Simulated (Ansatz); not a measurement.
# GaN (P6_3mc) in Ansatz: notebook

One crystal, GaN, is run at these levels: BLYP, PBE, PBEsol+D3(BJ), PBEsol+D4, PBE+D3(BJ); tasks: relaxation of cell and atoms, single point.

Everything below comes from runs of Ansatz 0.2.0. Logs are shortened: lines on timing, memory, paths and dates and some standing lists are left out, and cuts for length are marked.

**Measured values to compare with.**

“Studying electronic properties in GaN without electrical contacts using γ-γ vs e−-γ Perturbed Angular Correlations”, 2019, pmc:6823545 quotes, for a bulk crystal of GaN: band gap 3.503 ± 0.005 eV (direct).

The results are compared with them further down.

## Step 1: The crystal as given

The structure is hexagonal, space group P6_3mc (No. 186). The conventional cell has a = 3.180 Å, b = 3.180 Å, c = 5.166 Å, α = 90.00°, β = 90.00°, γ = 120.00°. Around Ga (site symmetry 3m) lie 4 N at 1.94 to 1.95 Å. N (site symmetry 3m) is surrounded by 4 Ga at 1.94 to 1.95 Å.

## Step 2: Relaxation of cell and atoms, BLYP

Contents of input.yaml:

```yaml
crystal:
  lattice:
    - [3.18, 0.0, 0.0]
    - [-1.59, 2.753960784, 0.0]
    - [0.0, 0.0, 5.166]
  atoms:
    - { symbol: Ga, position: [0.6666666667, 0.3333333333, 0.5] }
    - { symbol: Ga, position: [0.3333333333, 0.6666666667, 0.0] }
    - { symbol: "N", position: [0.6666666667, 0.3333333333, 0.875] }
    - { symbol: "N", position: [0.3333333333, 0.6666666667, 0.375] }
hamiltonian:
  xc: blyp
  pseudopotentials: { kind: paw }
kpoints:
  mp_grid: { grid: [10, 10, 5] }
scf:
  occupations: { method: fermi_dirac, width: 0.05 }
output:
  forces: true
  stress: true
  write_density: true
  write_potential: true
  elf: true
  volumetric_format: npy
relax:
  f_tol: 0.01
  max_steps: 40
  cell: { stress_tol: 0.05 }
```

Potentials or basis: Ansatz PAW.

Started as:

```bash
ansatz run input.yaml --threads 2 --pin off --max-ram 5632MiB --backend cpu --events-out ev --progress --plain --runs-dir out
```

Log:

```text
Warning: RAYON_NUM_THREADS=2 ignored (pool sized by the plan → 2); use --threads N
Engine: ansatz 0.2.0, x86_64-unknown-linux-gnu
Pseudopotentials: kind: paw
Pseudopotential: Ga, paw, valence charge 13, recommended cutoff 420 eV (normal), Ga.paw.azcp
Pseudopotential: N, paw, valence charge 5, recommended cutoff 420 eV (normal), N.paw.azcp
Functional definition: BLYP
  parameter beta = 0.0042
  parameter a = 0.04918
  parameter b = 0.132
  parameter c = 0.2533
  parameter d = 0.349
  exchange = b88_x(beta = beta)
  correlation = lyp_c(a = a, b = b, c = c, d = d)
Crystal: 4 atoms, lattice volume = 45.242 Å³
Basis set: ecut = 420 eV, 881 PW (Γ), exchange–correlation on 48×48×72 points (8 copies of the dense FFT grid, shifted against one another)
Bands: 22, of which v1, the nominal top of the filled ones, is band 18 counted from 1 (17 counted from 0)
Symmetry: 12 space group operations
Space group: P63mc (ITA 186), of the structure as read, at distance tolerance 3.6e-5 Å
k-points: 42 of 500 (time reversal used)
Non-local potential: Ga, projectors of the file, l = 0: 2, l = 1: 2, l = 2: 3, l = 3: 1
Non-local potential: N, projectors of the file, l = 0: 2, l = 1: 2, l = 2: 1
PAW form: soft (Blöchl's): semilocal exchange-correlation on the pseudo side does not see the compensation charge
PAW frozen core: Ga, regenerated for the run's functional, and the local potential with it (the file was generated under x = pbe(κ = 0.804, μ = 0.2195149727645171), c = pbe(β = 0.06672455060314922))
PAW frozen core: N, regenerated for the run's functional, and the local potential with it (the file was generated under x = pbe(κ = 0.804, μ = 0.2195149727645171), c = pbe(β = 0.06672455060314922))
PAW one-centre angular grid: Ga, 590 points (default); XC on 64 Gauss nodes
PAW one-centre angular grid: N, 110 points (default); XC on 64 Gauss nodes
Initial density: superposition of atomic densities (neutral atoms: chi_scale 0, normalization atom), corrected by the library's trained network
Initial wavefunctions: pseudopotential atomic-orbital guess
Functional: x = b88, c = lyp
SCF iter   1: F=—  HF=-8358.097194 eV  |F-HF|=—  |Δ(HF+E_count)|=         —  Δρ=1.76e-2  dr2=1.21e-1  ethr=1.77e-3  ⟨swp⟩=4.9  Hψ=3674  notcnv=0
preconditioner: auto → Resta (q_TF=auto, 2.626 Å⁻¹)  ε∞=4.9  [insulator: Δε(μ)=2.178 eV  Ē_g=16.774 eV  σ=0.050 eV  W_gap=1.00  n_scr=22 (ndim 8)  ℏωp=33.1 eV  f_vac=0.008  D(μ)=0.00/eV (n_scr^D=0)  ε∞_Penn≈4.9]
SCF iter   2: F=—  HF=-8358.063146 eV  |F-HF|=—  |Δ(HF+E_count)|=   3.40e-2  Δρ=2.57e-3  dr2=3.53e-3  ethr=3.35e-4  ⟨swp⟩=2.0  Hψ=1593  notcnv=0
SCF iter   3: F=—  HF=-8358.062536 eV  |F-HF|=—  |Δ(HF+E_count)|=   6.10e-4  Δρ=1.57e-3  dr2=1.12e-3  ethr=9.80e-6  ⟨swp⟩=2.8  Hψ=1791  notcnv=0
SCF iter   4: F=—  HF=-8358.062461 eV  |F-HF|=—  |Δ(HF+E_count)|=   7.44e-5  Δρ=6.17e-4  dr2=2.21e-4  ethr=3.11e-6  ⟨swp⟩=2.7  Hψ=1843  notcnv=0
SCF iter   5: F=—  HF=-8358.062358 eV  |F-HF|=—  |Δ(HF+E_count)|=   1.03e-4  Δρ=1.39e-4  dr2=5.93e-6  ethr=6.15e-7  ⟨swp⟩=2.0  Hψ=1674  notcnv=0
SCF iter   6: F=—  HF=-8358.062390 eV  |F-HF|=—  |Δ(HF+E_count)|=   3.13e-5  Δρ=3.44e-5  dr2=3.58e-7  ethr=1.65e-8  ⟨swp⟩=2.0  Hψ=1680  notcnv=0
[... 83 lines left out ...]
relax step   8: F+E_penalty+E_count = -8358.19023914 eV  Δ(F+E_penalty+E_count) = -3.793e-4 eV  max|allowed force component| = 5.164e-5 eV/Å  Δτ_max = 0.0000 Å  P = +0.022 GPa  Ω = 48.558 Å³  stress off target by 2.44e-2 GPa  SCF on the basis re-selected at this cell (its energy is not comparable with the rows above)  (6 SCF iters)
basis re-selected at this cell: Δ(F+E_penalty+E_count) = -3.793e-4 eV, ΔP = +0.005 GPa vs the last step (what re-selecting the basis moved, of the pressure what is left beyond the Pulay correction that the steps carried, after the strain that the cell walked since its last selection, with what the two solves' SCF thresholds leave and, on support functions, any second-order correction that the steps lacked; it is no measure of the basis error at this ecutwfc). This SCF's stress stands 2.44e-2 GPa from its target on what of the cell is left free (relax.cell.stress_tol is 5.00e-2 GPa) and its largest allowed force component is 5.16e-5 eV/Å (relax.f_tol is 1.00e-2 eV/Å): within both
SCF converged after 6 iterations
Free energy (F): -8358.190239 eV
Harris-Foulkes:  -8358.190239 eV  (|F-HF|=7.28e-11)
Internal energy: -8358.190239 eV  (E = F + TS)
E sigma→0 (E₀):  -8358.190239 eV
Fermi energy:    9.993870 eV
--- Per-component energies (eV) ---
  E_band       = -28.114954
  E_kinetic    = 492.178133
  E_local      = -3997.792721  (includes V_loc(G=0)·N_el)
  E_nonlocal   = 941.946692
  E_hartree    = 1836.134078
  E_xc         = -252.487563
  E_vxc        = -260.829522  (∫ρ·V_xc dr)
  E_paw        = -4268.517864  (= ΣΔE_a)
  E_vpaw       = -875.885825  (= ΣTr[D̂ρ^β])
  E_aug_tail   = -0.000014  (compensation charges beyond the density's cutoff)
  E_ewald      = -3109.687941
  E_core_change = 0.036961  (= ΣΔE_core)
  E_smearing   = -0.000000  (= −TS)
  E_closure    = -0.000000  (closes the sum)
  Σ components = -8358.190239   (vs F -8358.190239, Δ=0.00e0)
--- Forces (eV/Å), atoms counted from 1 ---
  atom   1  Ga    -0.00000000    -0.00000000     0.00004470
  atom   2  Ga     0.00000000     0.00000000     0.00004470
  atom   3  N      0.00000000    -0.00000000    -0.00005857
  atom   4  N      0.00000000     0.00000000    -0.00005857
  max |Σ_I F_I| component: 2.77e-5 eV/Å
--- Stress (GPa, compression-positive) ---
        0.024422      -0.000000       0.000000
       -0.000000       0.024422       0.000000
        0.000000       0.000000       0.017157
  P = ⅓ Tr σ = 0.0220 GPa (0.220 kbar)
--- Band table (eV; the first three rows and the last of 42) ---
  k-point 0: bands = ["-6.2292", "-5.6415", "-4.4246", "-4.4112", "-4.4112", "-4.3622", "-4.3622", "-4.2106", "-4.2106", "-4.1314", "-4.1314", "-2.7812", "2.5761", "8.2241", "8.2241", "9.1279", "9.1664", "9.1664", "10.7405", "13.0671", "18.1027", "18.7383"]
  k-point 1: bands = ["-6.1362", "-5.6589", "-4.4093", "-4.4093", "-4.3790", "-4.3694", "-4.3694", "-4.2004", "-4.2004", "-4.1366", "-4.1366", "-3.1163", "3.1858", "8.0420", "8.3099", "8.3099", "9.0726", "9.0726", "11.6583", "13.1402", "17.8431", "18.6864"]
  k-point 2: bands = ["-5.9218", "-5.7385", "-4.4012", "-4.4012", "-4.3859", "-4.3859", "-4.1857", "-4.1767", "-4.1767", "-4.1525", "-4.1525", "-3.7363", "4.6157", "6.3400", "8.5385", "8.5385", "8.8299", "8.8299", "12.7415", "13.1948", "17.4153", "17.6286"]
  k-point 41: bands = ["-5.5383", "-5.5309", "-4.3330", "-4.3131", "-4.3035", "-4.2695", "-4.1990", "-4.1960", "-4.1686", "-4.1619", "-2.4411", "-2.3312", "3.2930", "3.4070", "5.2041", "5.8651", "7.5286", "7.8012", "15.1155", "15.2537", "16.3159", "16.9056"]
--- Relaxed structure (6 steps of the walk, 6 accepted, 2 SCFs on fresh bases) ---
  F+E_penalty+E_count = -8358.19023914 eV   max|allowed force component| = 5.164e-5 eV/Å   (the final SCF, on the basis selected at the relaxed cell)
  cell:  # Å, volume = 48.5580 Å³
    - [3.251408254015363, -1.321318129637689e-18, 2.0141661294544586e-17]
    - [-1.6257041270076815, 2.8158021460517113, -1.0070830647272295e-17]
    - [3.2720698820210484e-17, -2.4737257388742035e-33, 5.3038038259064875]
  atoms:
    - { symbol: Ga, position: [0.6666666666666665, 0.33333333333333326, 0.49924204509913006] }
    - { symbol: Ga, position: [0.33333333333333326, 0.6666666666666665, -0.0007579549008700151] }
    - { symbol: N, position: [0.6666666666666665, 0.33333333333333326, 0.87575795490087] }
    - { symbol: N, position: [0.33333333333333326, 0.6666666666666665, 0.37575795490087005] }
```

rho_z.tsv:

```text
# z_ang	rho[e/angstrom^3]
# format = ansatz-planar-average/11
# lattice	3.251408254	-0.000000000	0.000000000
# lattice	-1.625704127	2.815802146	-0.000000000
# lattice	0.000000000	-0.000000000	5.303803826
# sites	4
# site	31	1.625704127	0.938600715	2.647881869
# site	31	-0.000000000	1.877201431	-0.004020044
# site	7	1.625704127	0.938600715	4.644848392
# site	7	0.000000000	1.877201431	1.992946479
0.000000	2.088401e0
0.147328	1.651185e0
0.294656	9.451745e-1
0.441984	4.686102e-1
0.589312	2.588968e-1
0.736639	1.787118e-1
[... 28 lines left out ...]
5.009148	1.319435e0
5.156476	1.857347e0
```

v_z.tsv:

```text
# z_ang	v_es[eV]	v_tot[eV]
# format = ansatz-planar-average/11
# xc	blyp
# density_cutoff_ev	1680
# datasets	Ga=:simpson_from_first_knot:soft:shift=-697718	N=:simpson_from_first_knot:soft:shift=-43010
# lattice	3.251408254	-0.000000000	0.000000000
# lattice	-1.625704127	2.815802146	-0.000000000
# lattice	0.000000000	-0.000000000	5.303803826
# sites	4
# site	31	1.625704127	0.938600715	2.647881869
# site	31	-0.000000000	1.877201431	-0.004020044
# site	7	1.625704127	0.938600715	4.644848392
# site	7	0.000000000	1.877201431	1.992946479
0.000000	2.458266e0	-9.646923e0
0.147328	3.248495e0	-8.124090e0
0.294656	3.892282e0	-6.572208e0
0.441984	4.840777e0	-4.600053e0
0.589312	6.194812e0	-2.179034e0
0.736639	7.920596e0	4.993808e-1
[... 28 lines left out ...]
5.009148	-2.988449e-1	-1.326586e1
5.156476	1.144548e0	-1.155007e1
```

It took 45 s on 2 threads of Intel Xeon at 2.50GHz (Skylake/Cascade Lake), shared host; peak memory 0.41 GiB.

Results:

```yaml
Free_energy: -8358.1902 eV
Relaxed_volume: 12.14 Å³/atom
Relaxed_cell: a = 3.251 Å, b = 3.251 Å, c = 5.304 Å, α = 90.00°, β = 90.00°, γ = 120.00°
Space_group_after_relaxing_to_0.05_Å: P6_3mc (No. 186)
Energy_gained_by_relaxing: 32.0 meV/atom
Ionic_steps: 8
Pressure_after_relaxing: 0.0 GPa
Band_gap_on_the_k_mesh: 1.57 eV, direct
```

The path:
```csv
step,energy change (eV),largest force (eV/Å),volume (Å³)
1,0.0000,0.1312,45.24
2,-0.0953,0.0979,47.08
3,-0.1116,0.0481,48.31
4,-0.1115,0.0279,48.44
5,-0.1116,0.0033,48.44
6,-0.1277,0.0031,48.44
7,-0.1275,0.0001,48.56
8,-0.1278,0.0001,48.56
```

Final structure:
```
Ga N
1.0
     3.25141    0.00000    0.00000
    -1.62570    2.81580    0.00000
     0.00000    0.00000    5.30380
Ga N
2 2
Direct
  0.66667 0.33333 0.49924
  0.33333 0.66667 0.99924
  0.66667 0.33333 0.87576
  0.33333 0.66667 0.37576
```

Caveat: odd divisions of the mesh miss points on the zone boundary, where band edges often lie, so the gap on the mesh can be too wide; the plane-wave basis is chosen anew once the cell has moved, so the energies of steps on either side of that aren't comparable; the pressure holds a Pulay correction of +0.6 GPa for the finite cutoff; the PAW data sets come from PBE, with cores solved anew for the run's functional, which leaves a small shift of forces and pressure. BLYP gives volumes clearly too large for solids.

## Step 3: Single point, PBE

Changes to input.yaml since step 2:

```diff
@@ -11,3 +11,3 @@
 hamiltonian:
-  xc: blyp
+  xc: pbe
   pseudopotentials: { kind: paw }
@@ -16,3 +16,3 @@
 scf:
-  occupations: { method: fermi_dirac, width: 0.05 }
+  occupations: { method: gaussian, width: 0.012 }
 output:
@@ -20,9 +20,2 @@
   stress: true
-  write_density: true
-  write_potential: true
-  elf: true
-  volumetric_format: npy
-relax:
-  f_tol: 0.01
-  max_steps: 40
-  cell: { stress_tol: 0.05 }
+  eigenvalues: true
```

Potentials or basis: Ansatz PAW.

Started as:

```bash
ansatz run input.yaml --threads 2 --pin off --max-ram 5632MiB --backend cpu --events-out ev --progress --plain --runs-dir out
```

Log:

```text
Warning: RAYON_NUM_THREADS=2 ignored (pool sized by the plan → 2); use --threads N
[... 4 set-up lines as earlier in the session ...]
Functional definition: PBE
  parameter kappa = 0.804
  parameter beta = 0.06672455060314922
  exchange = pbe_x(kappa = kappa, mu = beta*pi^2/3)
  correlation = pbe_c(beta = beta)
Crystal: 4 atoms, lattice volume = 45.242 Å³
Basis set: ecut = 420 eV, 881 PW (Γ), exchange–correlation on 48×48×72 points (8 copies of the dense FFT grid, shifted against one another)
Bands: 22, of which v1, the nominal top of the filled ones, is band 18 counted from 1 (17 counted from 0)
[... 2 set-up lines as earlier in the session ...]
k-points: 42 of 500 (time reversal used)
[... 7 set-up lines as earlier in the session ...]
Functional: x = pbe(κ = 0.804, μ = 0.2195149727645171), c = pbe(β = 0.06672455060314922)
SCF iter   1: F=—  HF=-8335.795573 eV  |F-HF|=—  |Δ(HF+E_count)|=         —  Δρ=8.48e-4  dr2=1.83e-4  ethr=1.77e-3  ⟨swp⟩=5.4  Hψ=3876  notcnv=0
preconditioner: auto → Resta (q_TF=auto, 2.626 Å⁻¹)  ε∞=5.0  [insulator: Δε(μ)=1.958 eV  Ē_g=16.647 eV  σ=0.012 eV  W_gap=1.00  n_scr=22 (ndim 8)  ℏωp=33.1 eV  f_vac=0.008  D(μ)=0.00/eV (n_scr^D=0)  ε∞_Penn≈5.0]
SCF iter   2: F=—  HF=-8335.796192 eV  |F-HF|=—  |Δ(HF+E_count)|=   6.19e-4  Δρ=4.03e-4  dr2=2.56e-5  ethr=5.08e-7  ⟨swp⟩=2.2  Hψ=2165  notcnv=0
SCF iter   3: F=—  HF=-8335.796301 eV  |F-HF|=—  |Δ(HF+E_count)|=   1.09e-4  Δρ=1.87e-4  dr2=6.69e-6  ethr=7.12e-8  ⟨swp⟩=2.0  Hψ=1631  notcnv=0
SCF iter   4: F=—  HF=-8335.796329 eV  |F-HF|=—  |Δ(HF+E_count)|=   2.72e-5  Δρ=5.63e-5  dr2=9.62e-7  ethr=1.86e-8  ⟨swp⟩=2.0  Hψ=1658  notcnv=0
iter 5 did not close the SCF: its close was put off for the readings that it lacked (scf_convergence_deferred on its scf_iter line)
SCF iter   5: F=-8335.796332 eV  HF=-8335.796331 eV  |F-HF|=2.27e-7  |Δ(HF+E_count)|=   2.72e-6  Δρ=1.82e-5  dr2=9.27e-8  ethr=2.67e-9  ⟨swp⟩=2.0  Hψ=1676  notcnv=0
SCF iter   6: F=-8335.796332 eV  HF=-8335.796332 eV  |F-HF|=3.44e-9  |Δ(HF+E_count)|=   2.45e-7  Δρ=4.55e-6  dr2=8.42e-9  ethr=2.58e-10  ⟨swp⟩=2.0  Hψ=3478  notcnv=0
SCF 1 converged in 6 iterations: F = -8335.796332 eV  dr2 = 8.42e-9
SCF converged after 6 iterations
Free energy (F): -8335.796332 eV
Harris-Foulkes:  -8335.796332 eV  (|F-HF|=3.44e-9)
Internal energy: -8335.796332 eV  (E = F + TS)
E sigma→0 (E₀):  -8335.796332 eV
Fermi energy:    10.834048 eV
--- Per-component energies (eV) ---
  E_band       = -5.329022
  E_kinetic    = 495.402259
  E_local      = -3888.975747  (includes V_loc(G=0)·N_el)
  E_nonlocal   = 948.898205
  E_hartree    = 1791.443276
  E_xc         = -257.979867
  E_vxc        = -268.793731  (∫ρ·V_xc dr)
  E_paw        = -4240.757784  (= ΣΔE_a)
  E_vpaw       = -874.746497  (= ΣTr[D̂ρ^β])
  E_aug_tail   = 0.000054  (compensation charges beyond the density's cutoff)
  E_ewald      = -3183.826728
  E_smearing   = -0.000000  (= −TS)
  E_closure    = 0.000000  (closes the sum)
  Σ components = -8335.796332   (vs F -8335.796332, Δ=0.00e0)
--- Forces (eV/Å), atoms counted from 1 ---
  atom   1  Ga     0.00000000    -0.00000000    -0.13702311
  atom   2  Ga     0.00000000     0.00000000    -0.13702311
  atom   3  N      0.00000000    -0.00000000     0.13701374
  atom   4  N      0.00000000     0.00000000     0.13701374
  max |Σ_I F_I| component: 1.87e-5 eV/Å
--- Stress (GPa, compression-positive) ---
        6.577591      -0.000000      -0.000000
        0.000000       6.577591       0.000000
       -0.000000       0.000000       8.729204
  P = ⅓ Tr σ = 7.2948 GPa (72.948 kbar)
--- Band table (eV; the first three rows and the last of 42) ---
  k-point 0: bands = ["-6.2153", "-5.2787", "-3.6527", "-3.6314", "-3.6314", "-3.5673", "-3.5673", "-3.3756", "-3.3756", "-3.2739", "-3.2739", "-2.0134", "2.7083", "8.7901", "8.7901", "9.7923", "9.8518", "9.8518", "11.8162", "14.1547", "19.1049", "19.7819"]
  k-point 1: bands = ["-6.0980", "-5.3256", "-3.6291", "-3.6291", "-3.6194", "-3.5770", "-3.5770", "-3.3623", "-3.3623", "-3.2803", "-3.2803", "-2.4085", "3.4303", "8.7233", "8.8869", "8.8869", "9.7460", "9.7460", "12.6954", "14.2293", "18.8382", "19.8261"]
  k-point 2: bands = ["-5.8039", "-5.4982", "-3.6189", "-3.6189", "-3.5988", "-3.5988", "-3.4659", "-3.3316", "-3.3316", "-3.3004", "-3.3004", "-3.0599", "5.0454", "6.9256", "9.1444", "9.1444", "9.4727", "9.4727", "13.8071", "14.2842", "18.4036", "18.6576"]
  k-point 41: bands = ["-5.1301", "-5.1127", "-3.5389", "-3.5172", "-3.5034", "-3.4518", "-3.3649", "-3.3624", "-3.3257", "-3.3164", "-1.6983", "-1.5757", "3.6401", "3.7702", "5.4373", "6.1817", "8.0379", "8.3346", "16.1734", "16.2086", "17.2010", "17.7092"]
```

It took 5.5 s on 2 threads of Intel Xeon at 2.50GHz (Skylake/Cascade Lake), shared host; peak memory 0.37 GiB.

Results:

```
Free energy            : -8335.7963 eV
Pressure               : 7.3 GPa
Largest force          : 0.137 eV/Å
Band gap on the k mesh : 1.96 eV, direct
```

Forces on the atoms (eV/Å):
```
Ga   0.000  0.000 -0.137
Ga   0.000  0.000 -0.137
N    0.000  0.000  0.137
N    0.000  0.000  0.137
```

Levels at points of the mesh, in eV from the valence-band top:
| k point | band 15 | band 16 | band 17 | band 18 | band 19 | band 20 | band 21 | band 22 |
| --- | --- | --- | --- | --- | --- | --- | --- | --- |
| (0.00, 0.00, 0.00) | -1.06 | -0.06 | 0.00 | 0.00 | 1.96 | 4.30 | 9.25 | 9.93 |
| (0.00, -0.50, 0.00) | -4.27 | -2.78 | -2.26 | -0.99 | 5.08 | 5.61 | 6.08 | 8.67 |

Caveat: odd divisions of the mesh miss points on the zone boundary, where band edges often lie, so the gap on the mesh can be too wide; the pressure holds a Pulay correction of +0.5 GPa for the finite cutoff.

## Step 4: Relaxation of cell and atoms, PBEsol+D3(BJ)

Changes to input.yaml since step 3:

```diff
@@ -11,4 +11,5 @@
 hamiltonian:
-  xc: pbe
+  xc: pbesol
   pseudopotentials: { kind: paw }
+  dispersion: d3bj
 kpoints:
@@ -16,3 +17,3 @@
 scf:
-  occupations: { method: gaussian, width: 0.012 }
+  occupations: { method: fermi_dirac, width: 0.05 }
 output:
@@ -20,2 +21,9 @@
   stress: true
-  eigenvalues: true
+  write_density: true
+  write_potential: true
+  elf: true
+  volumetric_format: npy
+relax:
+  f_tol: 0.01
+  max_steps: 40
+  cell: { stress_tol: 0.05 }
```

Started as:

```bash
ansatz run input.yaml --threads 2 --pin off --max-ram 5632MiB --backend cpu --events-out ev --progress --plain --runs-dir out
```

Wall time 36 s (2 threads of Intel Xeon at 2.50GHz (Skylake/Cascade Lake), shared host); peak memory 0.41 GiB.

Results (log left out):

```yaml
Free_energy: -8246.5902 eV
Relaxed_volume: 11.18 Å³/atom
Relaxed_cell: a = 3.165 Å, b = 3.165 Å, c = 5.156 Å, α = 90.00°, β = 90.00°, γ = 120.00°
Space_group_after_relaxing_to_0.05_Å: P6_3mc (No. 186)
Energy_gained_by_relaxing: 1.3 meV/atom
Ionic_steps: 7
Pressure_after_relaxing: 0.0 GPa
Band_gap_on_the_k_mesh: 1.99 eV, direct
```

The path:
```csv
step,energy change (eV),largest force (eV/Å),volume (Å³)
1,0.0000,0.1335,45.24
2,-0.0049,0.0948,44.94
3,-0.0068,0.0329,44.71
4,-0.0068,0.0007,44.74
5,-0.0052,0.0007,44.74
6,-0.0052,0.0000,44.73
7,-0.0052,0.0000,44.73
```

Final structure:
```cif
data_structure
_symmetry_space_group_name_H-M 'P 1'
_symmetry_Int_Tables_number 1
_cell_length_a 3.1649
_cell_length_b 3.1649
_cell_length_c 5.1562
_cell_angle_alpha 90.000
_cell_angle_beta 90.000
_cell_angle_gamma 120.000
_cell_volume 44.73
loop_
_atom_site_label
_atom_site_type_symbol
_atom_site_fract_x
_atom_site_fract_y
_atom_site_fract_z
_atom_site_occupancy
Ga1 Ga 0.66667 0.33333 0.49921 1
Ga2 Ga 0.33333 0.66667 0.99921 1
N1 N 0.66667 0.33333 0.87579 1
N2 N 0.33333 0.66667 0.37579 1
```

Levels at points of the mesh, in eV from the valence-band top:
| k point | band 14 | band 15 | band 16 | band 17 | band 18 | band 19 | band 20 | band 21 | band 22 |
| --- | --- | --- | --- | --- | --- | --- | --- | --- | --- |
| (0.00, 0.00, 0.00) | -1.07 | -1.07 | -0.05 | 0.00 | 0.00 | 1.99 | 4.31 | 9.20 | 9.91 |
| (0.00, -0.50, 0.00) | -5.41 | -4.35 | -2.84 | -2.31 | -1.03 | 4.99 | 5.60 | 5.99 | 8.70 |

Caveat: odd divisions of the mesh miss points on the zone boundary, where band edges often lie, so the gap on the mesh can be too wide; the plane-wave basis is chosen anew once the cell has moved, so the energies of steps on either side of that aren't comparable; the pressure holds a Pulay correction of +0.5 GPa for the finite cutoff; the PAW data sets come from PBE, with cores solved anew for the run's functional, which leaves a small shift of forces and pressure.

[end of part 1 of 2]
